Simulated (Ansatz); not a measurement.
GaSb, DFT, PBE, all-electron PAW with datasets made for the crystal, scalar-relativistic (Ansatz 0.2.0), run on 1 thread of Arm Neoverse V2 on a shared host.

The cell is COD entry 9008847, as deposited and not checked against the literature; nothing was relaxed. It differs from other determinations. The listed cell was then made from it by scaling, straining or moving an atom.

Command: `ansatz run input.yaml --threads 1 --pin off --max-ram 2048MiB --backend cpu --events-out ev --progress --plain --runs-dir out`

```yaml
crystal:
  lattice:
    - [0.0, 3.0176570942, 3.0176570942]
    - [3.0176570942, 0.0, 3.0176570942]
    - [3.0176570942, 3.0176570942, 0.0]
  atoms:
    - { symbol: Ga, position: [0.0, 0.0, 0.0] }
    - { symbol: Sb, position: [0.75, 0.75, 0.75] }
kpoints:
  mp_grid: { grid: [12, 12, 12] }
scf:
  occupations: { method: fermi_dirac, width: 0.08 }
hamiltonian:
  xc: pbe
  pseudopotentials: { kind: all_electron, datasets: crystal }
output:
  forces: true
  stress: true
  eigenvalues: true
  efg: { contact_densities: true }
```

Q: How large is the problem that the program sets up?

A: 72 irreducible k-points, 531 plane waves at Γ, 18 bands.

Q: Estimate the wall time and the peak memory.

A: 14 s of wall time for 7 SCF iterations, with a peak of 0.59 GiB. Times on shared machines scatter by tens of per cent.

Q: And the same cell and mesh by all-electron LAPW, asked for forces, stress, eigenvalues, on the same hardware?

A: 32 s, peak memory 0.41 GiB.

Q: And the same cell and mesh by frozen-core PAW, asked for forces, stress, eigenvalues, efg, on the same hardware?

A: 6.4 s, peak memory 0.42 GiB.
